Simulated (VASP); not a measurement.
A run of VASP 6.6.1 is set up as follows.

The input INCAR:

```
PREC = Accurate ; ENCUT = 600
EDIFF = 1E-6 ; ISMEAR = 0
SIGMA = 0.03 ; LREAL = False
LASPH = True ; NELM = 150
ALGO = Normal ; ISIF = 3
LWAVE = False ; LCHARG = False
ISPIN = 2 ; MAGMOM = 4 0
LORBIT = 11 ; LMAXMIX = 4
GGA = CA ; IBRION = 2
NSW = 90 ; EDIFFG = -0.01
AMIX = 0.2 ; BMIX = 1E-4
AMIX_MAG = 0.8 ; BMIX_MAG = 1E-4
```

The input KPOINTS:

```
regular mesh
0
Gamma
  12 12 12
```

File POSCAR:

```
MnAs
1.0
    0.0000000000      2.4873482200      2.4873482200
    2.4873482200      0.0000000000      2.4873482200
    2.4873482200      2.4873482200      0.0000000000
Mn As
1 1
Direct
    0.0000000000      0.0000000000      0.0000000000
    0.2500000000      0.2500000000      0.2500000000
```

Potentials or basis: VASP PAW LDA potentials, release 64 (Mn_pv, As).

Command:

```bash
$ cat potpaw_LDA.64/Mn_pv/POTCAR potpaw_LDA.64/As/POTCAR > POTCAR
$ mpirun -np 1 vasp_std > vasp.out
```

**Question.** What does it give for the band gap on the k mesh?

**Answer.** None (metal or under the smearing width).

**Question.** What does it give for the relaxed volume?

**Answer.** 18.72 Å³/atom.

**Question.** Predict the site moments.

**Answer.** Mn +2.35; As -0.11 μB.

**Question.** Predict the relaxed cell.

**Answer.** a = 3.755 Å, b = 3.755 Å, c = 3.755 Å, α = 60.00°, β = 60.00°, γ = 60.00°.

Final structure:
```
Mn As
1.0
     0.00000    2.65539    2.65539
     2.65539    0.00000    2.65539
     2.65539    2.65539    0.00000
Mn As
1 1
Direct
  0.00000 0.00000 0.00000
  0.25000 0.25000 0.25000
```

Caveat: the volume moved by over 15 % at a fixed basis, so the end points are rough; a cell with one magnetic atom can't hold antiferromagnetic order, which such compounds often take.
